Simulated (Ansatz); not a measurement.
# Equation of state of BaTe

```cif
data_structure
_symmetry_space_group_name_H-M 'Fm-3m'
_symmetry_Int_Tables_number 225
_cell_length_a 6.8200
_cell_length_b 6.8200
_cell_length_c 6.8200
_cell_angle_alpha 90.000
_cell_angle_beta 90.000
_cell_angle_gamma 90.000
_cell_volume 317.21
loop_
_atom_site_label
_atom_site_type_symbol
_atom_site_symmetry_multiplicity
_atom_site_Wyckoff_symbol
_atom_site_fract_x
_atom_site_fract_y
_atom_site_fract_z
_atom_site_occupancy
Ba1 Ba 4 a 0.00000 0.00000 0.00000 1
Te1 Te 4 b 0.50000 0.00000 0.00000 1
```

The runs use the primitive cell with vectors (0.000, 3.410, 3.410), (3.410, 0.000, 3.410), (3.410, 3.410, 0.000) Å, to which the k mesh refers.

It takes space group Fm-3m (No. 225, cubic). Conventional cell: a = 6.820 Å, b = 6.820 Å, c = 6.820 Å, α = 90.00°, β = 90.00°, γ = 90.00°. Around Ba (site symmetry m-3m) lie 6 Te at 3.41 Å. Around Te (site symmetry m-3m) lie 6 Ba at 3.41 Å.

The cell is COD entry 1010423, as deposited and not checked against the literature; nothing was relaxed. It is an old determination, and later ones may differ.

No spin–orbit coupling, which matters for the heavy atoms here.

Levels of theory: DFT, PBEsol, all-electron LAPW, scalar-relativistic (Ansatz 0.2.0); DFT, PBEsol, PAW with Ansatz's default frozen-core files, scalar-relativistic (Ansatz 0.2.0).

For LAPW: a Γ-centred 10×10×10 k mesh, Fermi–Dirac smearing of 0.05 eV, basis error target 0.25 meV/atom, no spin polarisation. PAW takes a cutoff of 420 eV at this cell (files made with PBE, cores remade for this functional). The Ansatz runs share mesh, smearing and spin set-up. Plane-wave (PAW) pressures include the program's estimate of the Pulay term.

The cell above is scaled evenly, with fractional coordinates and shape held.

```
V/V(cell)  V (Å³/atom)  P, LAPW (GPa)  P, PAW (GPa)  gap on the k mesh, LAPW (eV)  free energy over the lowest listed, PAW (meV/atom)
   0.9400       37.273           4.75          4.74                          1.18                                                60.4
   0.9600       38.066           3.70          3.70                          1.23                                                39.6
   0.9800       38.859           2.76          2.76                          1.29                                                23.6
   0.9900       39.255           2.33          2.32                          1.31                                                17.3
   1.0000       39.652           1.91          1.91                          1.34                                                12.1
   1.0100       40.048           1.52          1.52                          1.36                                                 7.9
   1.0200       40.445           1.15          1.14                          1.39                                                 4.6
   1.0400       41.238           0.46          0.45                          1.43                                                 0.7
   1.0600       42.031          -0.17         -0.17                          1.47                                                 0.0
```

**Question.** What do Birch–Murnaghan fits to the pressures give?

**Answer.** LAPW: V0 = 41.81 Å³/atom, B0 = 32 GPa, B0′ = 4.4; PAW: V0 = 41.81 Å³/atom, B0 = 32 GPa, B0′ = 4.4.

PAW's V0 lies -0.01 % from the all-electron value and its B0 0.0 %. Symmetry fixes shape and coordinates here, so this is the relaxed modulus.
